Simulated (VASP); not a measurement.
```xyz
4
Lattice="2.7122 0.0000 0.0000 -1.3561 2.3488 0.0000 0.0000 0.0000 4.4106" Properties=species:S:1:pos:R:3 pbc="T T T"
Be     0.0000     1.5659     4.4053
Be     1.3561     0.7829     2.2000
O      0.0000     1.5659     1.6592
O      1.3561     0.7829     3.8645
```

These are PBE GGA, VASP's PBE PAW potentials (set 64) (plane waves; VASP 6.6.1) values and carry that method's errors. Run with 520 eV cut-off, Gaussian smearing of 0.050 eV, potentials Be O.

Give the energies of bands 3 to 10 at the high-symmetry points, in eV from the valence-band maximum.

```json
[
 {"band": "3", "Γ": "-6.14", "M": "-5.64", "K": "-5.45", "A": "-3.34", "L": "-5.42", "H": "-4.34"},
 {"band": "4", "Γ": "-0.97", "M": "-4.02", "K": "-3.59", "A": "-3.34", "L": "-5.42", "H": "-4.34"},
 {"band": "5", "Γ": "-0.97", "M": "-3.33", "K": "-3.59", "A": "-0.51", "L": "-1.82", "H": "-4.33"},
 {"band": "6", "Γ": "-0.02", "M": "-2.59", "K": "-2.83", "A": "-0.51", "L": "-1.82", "H": "-4.33"},
 {"band": "7", "Γ": "-0.02", "M": "-1.92", "K": "-2.37", "A": "-0.51", "L": "-1.69", "H": "-1.25"},
 {"band": "8", "Γ": "0.00", "M": "-0.90", "K": "-2.37", "A": "-0.51", "L": "-1.69", "H": "-1.25"},
 {"band": "9", "Γ": "7.44", "M": "9.69", "K": "9.07", "A": "9.70", "L": "8.94", "H": "11.53"},
 {"band": "10", "Γ": "11.45", "M": "10.12", "K": "12.73", "A": "9.70", "L": "8.94", "H": "11.53"}
]
```

The gap is direct, 7.44 eV, from the valence maximum at Γ to the conduction minimum at Γ.

The structure was generated: BeO was put into the wurtzite type (P6_3mc), which need not be its known phase. It was relaxed first, which changed the volume by +7 %.
